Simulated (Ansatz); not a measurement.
# WSe2: the cell at several levels of theory

Cell and atoms of WSe2, CdCl2 type are relaxed in turn with PBE-D3(BJ), r2SCAN+rVV10 and PBE-D4. This is a trial cell built on a prototype, not taken from a measured structure, and it needn't be the compound's ground state.

Program: Ansatz 0.2.0. PAW datasets, plane waves, zero pressure. No spin polarisation and no zero-point or thermal motion; the cell was built from a prototype and may be hypothetical.

### Step 1. The system as given

This is the cell as the run starts from it, not yet at rest; its lengths are not the crystal's.

It is trigonal, R-3m (No. 166); conventional cell a = 4.259 Å, c = 19.293 Å, 33.67 Å³ an atom. Around W lie 6 Se at 3.01 Å; around Se lie 3 W at 3.01 Å.

Structure file:

```
W Se
1.0
     2.12936    1.22939    6.43096
    -2.12936    1.22939    6.43096
     0.00000   -2.45878    6.43096
W Se
1 2
Direct
  0.00000 0.00000 0.00000
  0.24364 0.24364 0.24364
  0.75636 0.75636 0.75636
```

### Step 2. Relaxing with PBE-D3(BJ)

input.yaml

```yaml
crystal:
  lattice:
    - [2.12936313, 1.2293883763, 6.430964862]
    - [-2.12936313, 1.2293883763, 6.430964862]
    - [0.0, -2.4587767526, 6.430964862]
  atoms:
    - { symbol: W, position: [0.0, 0.0, 0.0] }
    - { symbol: Se, position: [0.2436380093, 0.2436380093, 0.2436380093] }
    - { symbol: Se, position: [0.7563619907, 0.7563619907, 0.7563619907] }
kpoints:
  mp_grid: { grid: [6, 6, 6] }
hamiltonian:
  xc: pbe
  dispersion: d3bj
scf:
  occupations: { method: fermi_dirac, width: 0.02 }
relax:
  f_tol: 0.005
  cell: {}
```

Launch:

```
$ ansatz run input.yaml --threads 2 --pin off --max-ram 2211MiB --backend cpu --events-out ev --progress --plain --runs-dir out
```

The log of the run:

```text
Warning: RAYON_NUM_THREADS=2 ignored (pool sized by the plan → 2); use --threads N
basis.fft_grid_basis auto: the FFT boxes are laid along the combinations [[1, 0, -1], [0, 1, -1], [0, 0, 1]] of the cell's own vectors, 4.259, 4.259 and 6.885 Å long. The dense box has 30×30×48 points. Along the cell's own vectors, as sized, it would have 48×48×48, 2.56 times as many. Of the 12 symmetry operations that the crystal satisfies within crystal.symmetry.tolerance (time reversal apart; of a slab, those that keep its plane) the dense box along the cell's own vectors carries 12, and the one as laid loses 8 of those. basis.fft_grid_basis: typed keeps the cell's own vectors: state it where this run's energies or levels are differenced outside the engine with another run's, or held beside a run that keeps those vectors.
Engine: ansatz 0.2.0, x86_64-unknown-linux-gnu
Pseudopotentials: kind: paw
Pseudopotential: W, paw, valence charge 14, recommended cutoff 420 eV (normal), W.paw.azcp
Pseudopotential: Se, paw, valence charge 16, recommended cutoff 420 eV (normal), Se.paw.azcp
Functional definition: PBE
  parameter kappa = 0.804
  parameter beta = 0.06672455060314922
  exchange = pbe_x(kappa = kappa, mu = beta*pi^2/3)
  correlation = pbe_c(beta = beta)
Crystal: 3 atoms, lattice volume = 101.010 Å³
Basis set: ecut = 420 eV, 1977 PW (Γ), FFT grids on a1−a3, a2−a3, a3, exchange–correlation on 60×60×96 points (8 copies of the dense FFT grid, shifted against one another)
Bands: 28, of which v1, the nominal top of the filled ones, is band 23 counted from 1 (22 counted from 0)
Symmetry: 12 space group operations
Space group: R-3m (ITA 166), of the structure as read, at distance tolerance 4.7e-5 Å
k-points: 32 of 216
Non-local potential: W, projectors of the file, l = 0: 3, l = 1: 2, l = 2: 2, l = 3: 1
Non-local potential: Se, projectors of the file, l = 0: 2, l = 1: 2, l = 2: 3, l = 3: 1
PAW form: soft (Blöchl's): semilocal exchange-correlation on the pseudo side does not see the compensation charge
PAW one-centre angular grid: W, 590 points (default); XC on 64 Gauss nodes
PAW one-centre angular grid: Se, 590 points (default); XC on 64 Gauss nodes
Initial density: superposition of atomic densities (neutral atoms: chi_scale 0, normalization atom), corrected by the library's trained network
Initial wavefunctions: pseudopotential atomic-orbital guess
Functional: x = pbe(κ = 0.804, μ = 0.2195149727645171), c = pbe(β = 0.06672455060314922)
SCF iter   1: F=—  HF=-21320.612553 eV  |F-HF|=—  |Δ(HF+E_count)|=         —  Δρ=6.12e-3  dr2=2.84e-2  ethr=1.77e-3  ⟨swp⟩=6.0  Hψ=3505  notcnv=0
preconditioner: auto → LDOS  [metal: Δε(μ)=0.052 eV  Ē_g=5.787 eV  σ=0.020 eV  W_gap=0.49  n_scr=28 (ndim 8)  ℏωp=15.7 eV  f_vac=0.104  D(μ)=4.60/eV (n_scr^D=34)  β→1.0]
SCF iter   2: F=—  HF=-21320.621648 eV  |F-HF|=—  |Δ(HF+E_count)|=   9.09e-3  Δρ=9.96e-3  dr2=6.75e-2  ethr=6.18e-5  ⟨swp⟩=2.9  Hψ=2083  notcnv=0
SCF iter   3: F=—  HF=-21320.609382 eV  |F-HF|=—  |Δ(HF+E_count)|=   1.23e-2  Δρ=4.28e-4  dr2=1.46e-4  ethr=6.18e-5  ⟨swp⟩=2.0  Hψ=1467  notcnv=0
SCF iter   4: F=—  HF=-21320.609419 eV  |F-HF|=—  |Δ(HF+E_count)|=   3.73e-5  Δρ=1.73e-4  dr2=9.50e-5  ethr=3.18e-7  ⟨swp⟩=2.0  Hψ=1422  notcnv=0
SCF iter   5: F=—  HF=-21320.609419 eV  |F-HF|=—  |Δ(HF+E_count)|=   2.69e-7  Δρ=8.78e-5  dr2=1.61e-5  ethr=2.07e-7  ⟨swp⟩=2.0  Hψ=985  notcnv=0
SCF iter   6: F=—  HF=-21320.609418 eV  |F-HF|=—  |Δ(HF+E_count)|=   1.48e-6  Δρ=3.02e-5  dr2=1.87e-6  ethr=3.49e-8  ⟨swp⟩=1.5  Hψ=916  notcnv=0
SCF iter   7: F=-21320.609418 eV  HF=-21320.609418 eV  |F-HF|=5.77e-8  |Δ(HF+E_count)|=   1.72e-7  Δρ=5.88e-6  dr2=7.50e-8  ethr=2.17e-10  ⟨swp⟩=3.7  Hψ=3493  notcnv=0
SCF 1 converged in 7 iterations: F = -21320.609418 eV  dr2 = 7.50e-8
relax step   1: F+E_penalty+E_count = -21320.60941763 eV  Δ(F+E_penalty+E_count) = +0.000e0 eV  max|allowed force component| = 2.803e0 eV/Å  Δτ_max = 0.0000 Å  P = -20.512 GPa  Ω = 101.010 Å³  (7 SCF iters, dr2 threshold 1.00e-7 eV, accepted)
Crystal: 3 atoms, lattice volume = 88.538 Å³
Basis set: ecut = 420 eV, 1701 PW (Γ), FFT grids on a1−a3, a2−a3, a3, exchange–correlation on 60×60×96 points (8 copies of the dense FFT grid, shifted against one another)
Initial density: handed on by an earlier stage of this run
Initial wavefunctions: those handed on with the density
iter 1 solved again at ethr=3.57e-4 eV; its pass at ethr=3.10e-3 eV (dr2=1.64e-1 eV) is discarded
SCF iter   1: F=—  HF=-21323.002619 eV  |F-HF|=—  |Δ(HF+E_count)|=         —  Δρ=9.77e-3  dr2=1.63e-1  ethr=3.57e-4  ⟨swp⟩=1.2  Hψ=4434  notcnv=0
preconditioner: auto → LDOS  [insulator: Δε(μ)=0.071 eV  Ē_g=6.829 eV  σ=0.020 eV  W_gap=0.61  n_scr=22 (ndim 8)  ℏωp=16.7 eV  f_vac=0.120  D(μ)=2.56/eV (n_scr^D=22)  ε∞_Penn≈7.0  β→1.0]
SCF iter   2: F=—  HF=-21322.987660 eV  |F-HF|=—  |Δ(HF+E_count)|=   1.50e-2  Δρ=5.48e-3  dr2=5.38e-2  ethr=3.54e-4  ⟨swp⟩=2.8  Hψ=1263  notcnv=0
SCF iter   3: F=—  HF=-21322.981325 eV  |F-HF|=—  |Δ(HF+E_count)|=   6.33e-3  Δρ=1.10e-3  dr2=1.30e-3  ethr=1.17e-4  ⟨swp⟩=2.2  Hψ=1281  notcnv=0
SCF iter   4: F=—  HF=-21322.981308 eV  |F-HF|=—  |Δ(HF+E_count)|=   1.66e-5  Δρ=6.59e-4  dr2=2.64e-4  ethr=2.82e-6  ⟨swp⟩=2.6  Hψ=1452  notcnv=0
SCF iter   5: F=—  HF=-21322.981266 eV  |F-HF|=—  |Δ(HF+E_count)|=   4.27e-5  Δρ=1.01e-4  dr2=6.61e-6  ethr=5.73e-7  ⟨swp⟩=1.7  Hψ=1404  notcnv=0
SCF iter   6: F=—  HF=-21322.981271 eV  |F-HF|=—  |Δ(HF+E_count)|=   5.72e-6  Δρ=3.06e-5  dr2=8.62e-7  ethr=1.44e-8  ⟨swp⟩=2.9  Hψ=1643  notcnv=0
SCF iter   7: F=-21322.981272 eV  HF=-21322.981272 eV  |F-HF|=2.75e-8  |Δ(HF+E_count)|=   2.58e-7  Δρ=8.03e-6  dr2=4.91e-8  ethr=6.52e-10  ⟨swp⟩=4.9  Hψ=3276  notcnv=0
SCF 2 converged in 7 iterations: F = -21322.981272 eV  dr2 = 4.91e-8
relax step   2: F+E_penalty+E_count = -21322.98127170 eV  Δ(F+E_penalty+E_count) = -2.372e0 eV  max|allowed force component| = 1.371e0 eV/Å  Δτ_max = 0.1837 Å  P = -16.993 GPa  Ω = 88.538 Å³  energy of the carried Pulay correction = +9.031e-4 eV  (7 SCF iters, dr2 threshold 3.00e-7 eV, accepted)
Crystal: 3 atoms, lattice volume = 78.639 Å³
Basis set: ecut = 420 eV, 1521 PW (Γ), FFT grids on a1−a3, a2−a3, a3, exchange–correlation on 60×60×96 points (8 copies of the dense FFT grid, shifted against one another)
iter 1 solved again at ethr=2.89e-4 eV; its pass at ethr=3.10e-3 eV (dr2=1.33e-1 eV) is discarded
SCF iter   1: F=—  HF=-21324.135227 eV  |F-HF|=—  |Δ(HF+E_count)|=         —  Δρ=7.67e-3  dr2=1.33e-1  ethr=2.89e-4  ⟨swp⟩=1.3  Hψ=4765  notcnv=0
preconditioner: auto → LDOS  [insulator: Δε(μ)=0.157 eV  Ē_g=7.731 eV  σ=0.020 eV  W_gap=0.67  n_scr=22 (ndim 8)  ℏωp=17.8 eV  f_vac=0.125  D(μ)=2.11/eV (n_scr^D=16)  ε∞_Penn≈6.3  β→1.0]
SCF iter   2: F=—  HF=-21324.119285 eV  |F-HF|=—  |Δ(HF+E_count)|=   1.59e-2  Δρ=4.47e-3  dr2=3.26e-2  ethr=2.89e-4  ⟨swp⟩=3.0  Hψ=1311  notcnv=0
SCF iter   3: F=—  HF=-21324.115225 eV  |F-HF|=—  |Δ(HF+E_count)|=   4.06e-3  Δρ=1.53e-3  dr2=3.13e-3  ethr=7.08e-5  ⟨swp⟩=2.7  Hψ=1339  notcnv=0  defer=4
SCF iter   4: F=—  HF=-21324.114729 eV  |F-HF|=—  |Δ(HF+E_count)|=   4.96e-4  Δρ=3.21e-4  dr2=1.12e-4  ethr=6.80e-6  ⟨swp⟩=2.0  Hψ=1227  notcnv=0  defer=4
SCF iter   5: F=—  HF=-21324.114743 eV  |F-HF|=—  |Δ(HF+E_count)|=   1.42e-5  Δρ=7.64e-5  dr2=4.65e-6  ethr=2.44e-7  ⟨swp⟩=2.0  Hψ=1129  notcnv=0  defer=4
SCF iter   6: F=—  HF=-21324.114745 eV  |F-HF|=—  |Δ(HF+E_count)|=   1.78e-6  Δρ=2.65e-5  dr2=8.43e-7  ethr=1.01e-8  ⟨swp⟩=2.0  Hψ=1600  notcnv=0  defer=4
SCF iter   7: F=-21324.114745 eV  HF=-21324.114745 eV  |F-HF|=1.74e-8  |Δ(HF+E_count)|=   3.07e-7  Δρ=6.45e-6  dr2=1.59e-8  ethr=6.52e-10  ⟨swp⟩=5.0  Hψ=3302  notcnv=0
WARN: dispersion: an atom stands within reach of a switch of its C6 between two reference coordination numbers of its element: through that C6 alone, e_disp changes by 0.025 eV or more while the distances to its neighbours run over a stretch of 0.05 Å that contains this geometry (sites counted from 0 in the run's list of atoms or, in a supercell that it derives, in that cell's: here a list of 3) — site 0 (W): coordination number 6.268 (about 6.07 to 6.47 with every neighbour 0.05 Å farther or nearer), switch near 6.422 between the references 1.929 (weight 1.00) and 10.915 (weight 0.00), e_disp changing by some 0.12 eV. This is how the published method behaves, and the energy and the forces stay consistent. Where you compare this geometry's total energy with another's, compare their components.e_disp too, and, where the geometries are yours to choose, keep both on one side of the switch, which a site's coordination number tells: a relaxation that ends in reach of it can search the other side under relax.adjacent_minimum: search, except where no move that the cell, the constraints and the symmetry allow carries the atom there
SCF 3 converged in 7 iterations: F = -21324.114745 eV  dr2 = 1.59e-8
relax step   3: F+E_penalty+E_count = -21324.11474474 eV  Δ(F+E_penalty+E_count) = -1.133e0 eV  max|allowed force component| = 1.932e-1 eV/Å  Δτ_max = 0.0663 Å  P = -9.943 GPa  Ω = 78.639 Å³  energy of the carried Pulay correction = +1.770e-3 eV  (7 SCF iters, dr2 threshold 3.00e-7 eV, accepted)
[... 11 lines left out ...]
relax step   4: F+E_penalty+E_count = -21324.65081167 eV  Δ(F+E_penalty+E_count) = -5.361e-1 eV  max|allowed force component| = 7.001e-1 eV/Å  Δτ_max = 0.0655 Å  P = -4.652 GPa  Ω = 70.334 Å³  energy of the carried Pulay correction = +2.636e-3 eV  (6 SCF iters, dr2 threshold 3.00e-7 eV, accepted)
[... 11 lines left out ...]
relax step   5: F+E_penalty+E_count = -21325.14547303 eV  Δ(F+E_penalty+E_count) = -4.947e-1 eV  max|allowed force component| = 1.942e-1 eV/Å  Δτ_max = 0.1311 Å  P = -3.495 GPa  Ω = 63.372 Å³  energy of the carried Pulay correction = +3.489e-3 eV  (6 SCF iters, dr2 threshold 3.00e-7 eV, accepted)
[... 12 lines left out ...]
relax step   6: F+E_penalty+E_count = -21325.31084028 eV  Δ(F+E_penalty+E_count) = -1.654e-1 eV  max|allowed force component| = 6.644e-2 eV/Å  Δτ_max = 0.0839 Å  P = +1.146 GPa  Ω = 57.219 Å³  energy of the carried Pulay correction = +4.368e-3 eV  (7 SCF iters, dr2 threshold 3.00e-7 eV, accepted)
[... 11 lines left out ...]
relax step   7: F+E_penalty+E_count = -21325.31496803 eV  Δ(F+E_penalty+E_count) = -4.128e-3 eV  max|allowed force component| = 7.112e-2 eV/Å  Δτ_max = 0.0334 Å  P = -0.280 GPa  Ω = 58.966 Å³  energy of the carried Pulay correction = +4.105e-3 eV  (6 SCF iters, dr2 threshold 3.00e-7 eV, accepted)
[... 10 lines left out ...]
relax step   8: F+E_penalty+E_count = -21325.31667712 eV  Δ(F+E_penalty+E_count) = -1.709e-3 eV  max|allowed force component| = 6.333e-3 eV/Å  Δτ_max = 0.0095 Å  P = -0.070 GPa  Ω = 58.506 Å³  energy of the carried Pulay correction = +4.173e-3 eV  (5 SCF iters, dr2 threshold 3.00e-7 eV, accepted)
[... 8 lines left out ...]
relax step   9: F+E_penalty+E_count = -21325.31669403 eV  Δ(F+E_penalty+E_count) = -1.691e-5 eV  max|allowed force component| = 1.773e-4 eV/Å  Δτ_max = 0.0007 Å  P = +0.002 GPa  Ω = 58.458 Å³  energy of the carried Pulay correction = +4.180e-3 eV  (4 SCF iters, dr2 threshold 2.72e-8 eV, accepted)
Basis set: ecut = 420 eV, 1179 PW (Γ), FFT grids on a1−a3, a2−a3, a3, exchange–correlation on 48×48×90 points (8 copies of the dense FFT grid, shifted against one another)
Initial wavefunctions: pseudopotential atomic-orbital guess (no wavefunctions were taken with the density)
iter 1 solved again at ethr=7.26e-8 eV; its pass at ethr=3.10e-3 eV (dr2=3.34e-5 eV) is discarded
SCF iter   1: F=—  HF=-21325.314413 eV  |F-HF|=—  |Δ(HF+E_count)|=         —  Δρ=2.85e-4  dr2=6.07e-6  ethr=7.26e-8  ⟨swp⟩=3.7  Hψ=5882  notcnv=0
SCF iter   2: F=—  HF=-21325.314406 eV  |F-HF|=—  |Δ(HF+E_count)|=   6.97e-6  Δρ=3.37e-5  dr2=6.74e-7  ethr=1.32e-8  ⟨swp⟩=2.0  Hψ=1632  notcnv=0
SCF iter   3: F=—  HF=-21325.314405 eV  |F-HF|=—  |Δ(HF+E_count)|=   1.12e-6  Δρ=1.42e-5  dr2=1.33e-7  ethr=1.46e-9  ⟨swp⟩=2.1  Hψ=1633  notcnv=0
SCF iter   4: F=—  HF=-21325.314404 eV  |F-HF|=—  |Δ(HF+E_count)|=   7.70e-8  Δρ=3.18e-6  dr2=4.10e-9  ethr=2.88e-10  ⟨swp⟩=2.0  Hψ=1593  notcnv=0
SCF iter   5: F=—  HF=-21325.314404 eV  |F-HF|=—  |Δ(HF+E_count)|=   2.58e-9  Δρ=7.98e-7  dr2=1.64e-10  ethr=8.90e-12  ⟨swp⟩=2.0  Hψ=1627  notcnv=0
SCF iter   6: F=-21325.314404 eV  HF=-21325.314404 eV  |F-HF|=3.64e-12  |Δ(HF+E_count)|=  1.82e-11  Δρ=1.36e-7  dr2=1.05e-11  ethr=1.00e-12  ⟨swp⟩=6.1  Hψ=4140  notcnv=0
SCF 10 converged in 6 iterations: F = -21325.314404 eV  dr2 = 1.05e-11
relax step  10: F+E_penalty+E_count = -21325.31440442 eV  Δ(F+E_penalty+E_count) = +2.290e-3 eV  max|allowed force component| = 1.232e-3 eV/Å  Δτ_max = 0.0000 Å  P = -0.005 GPa  Ω = 58.458 Å³  stress off target by 9.16e-3 GPa  SCF on the basis re-selected at this cell (its energy is not comparable with the rows above)  (6 SCF iters)
basis re-selected at this cell: Δ(F+E_penalty+E_count) = +2.290e-3 eV, ΔP = -0.007 GPa vs the last step (what re-selecting the basis moved, of the pressure what is left beyond the Pulay correction that the steps carried, after the strain that the cell walked since its last selection, with what the two solves' SCF thresholds leave and, on support functions, any second-order correction that the steps lacked; it is no measure of the basis error at this ecutwfc). The dense FFT grid was sized anew with the basis: this SCF ran on 24×24×45 points, the steps before it on 30×30×48, so part of this shift can come from that change (see relax.cell in the input reference). This SCF's stress stands 9.16e-3 GPa from its target on what of the cell is left free (relax.cell.stress_tol is 5.00e-2 GPa) and its largest allowed force component is 1.23e-3 eV/Å (relax.f_tol is 5.00e-3 eV/Å): within both
SCF converged after 6 iterations
Free energy (F): -21325.314404 eV
Harris-Foulkes:  -21325.314404 eV  (|F-HF|=3.64e-12)
Internal energy: -21325.312830 eV  (E = F + TS)
E sigma→0 (E₀):  -21325.313617 eV
Entropy (-TS):   -0.001574 eV (-0.525 meV/atom)
Fermi energy:    14.088219 eV
--- Per-component energies (eV) ---
  E_band       = -808.871197
  E_kinetic    = 689.659209
  E_local      = -5358.698845  (includes V_loc(G=0)·N_el)
  E_nonlocal   = -1189.123815
  E_hartree    = 2587.344019
  E_xc         = -476.393637
  E_vxc        = -436.648466  (∫ρ·V_xc dr)
  E_paw        = -12385.998117  (= ΣΔE_a)
  E_vpaw       = 311.254040  (= ΣTr[D̂ρ^β])
  E_aug_tail   = -0.001275  (compensation charges beyond the density's cutoff)
  E_ewald      = -5190.644195
  E_disp       = -1.456174  (pairwise vdW)
  E_smearing   = -0.001574  (= −TS)
  E_closure    = 0.000000  (closes the sum)
  Σ components = -21325.314404   (vs F -21325.314404, Δ=0.00e0)
--- Forces (eV/Å), atoms counted from 1 ---
  atom   1  W     -0.00000000     0.00000000     0.00000000
  atom   2  Se     0.00000000    -0.00000000    -0.00123240
  atom   3  Se    -0.00000000     0.00000000     0.00123240
  max |Σ_I F_I| component: 4.34e-19 eV/Å
--- Stress (GPa, compression-positive) ---
       -0.009163       0.000000       0.000000
        0.000000      -0.009163       0.000000
        0.000000       0.000000       0.004074
  P = ⅓ Tr σ = -0.0048 GPa (-0.048 kbar)
--- Relaxed structure (9 steps of the walk, 9 accepted, 1 SCFs on fresh bases) ---
  F+E_penalty+E_count = -21325.31440442 eV   max|allowed force component| = 1.232e-3 eV/Å   (the final SCF, on the basis selected at the relaxed cell)
  cell:  # Å, volume = 58.4577 Å³
    - [1.6246448565116358, 0.9379891452445339, 6.39343780101665]
    - [-1.6246448565116358, 0.9379891452445339, 6.39343780101665]
    - [-9.615907942299272e-34, -1.8759782904890678, 6.39343780101665]
  atoms:
    - { symbol: W, position: [9.59094914171836e-19, 9.590949141718356e-19, 9.59094914171836e-19] }
    - { symbol: Se, position: [0.24325608590847092, 0.24325608590847092, 0.24325608590847092] }
    - { symbol: Se, position: [0.7567439140915291, 0.7567439140915291, 0.7567439140915291] }
```

Run time: 8.7 s. Hardware: 2 threads of AMD EPYC 9R45 (Zen 5), shared host; peak memory 0.51 GiB.

The path of the relaxation:

```tsv
step	energy change (meV/atom)	largest force (eV/Å)	pressure (GPa)	volume (Å³/atom)
1	0.0	2.8028	-20.51	33.670
2	-790.6	1.3714	-16.99	29.513
3	-1168.4	0.1932	-9.94	26.213
4	-1347.1	0.7001	-4.65	23.445
5	-1512.0	0.1942	-3.49	21.124
6	-1567.1	0.0664	1.15	19.073
7	-1568.5	0.0711	-0.28	19.655
8	-1569.1	0.0063	-0.07	19.502
9	-1569.1	0.0002	0.00	19.486
10	-1568.3	0.0012	0.00	19.486
```

Step 10 solves the same cell on a plane-wave basis chosen anew, so the energy can jump there without a move.

The table lists every geometry solved, with passes on a fresh basis, whose energies don't compare exactly with the rows above.

|  | before | after | change |
| --- | --- | --- | --- |
| a (Å) | 4.259 | 3.249 | -23.70 % |
| c (Å) | 19.293 | 19.180 | -0.58 % |
| volume (Å³/atom) | 33.670 | 19.486 | -42.13 % |
| shortest distance (Å) | 3.007 | 2.550 | -15.18 % |
| space group | R-3m | R-3m | same |

(Part 1 of 3 ends here.)
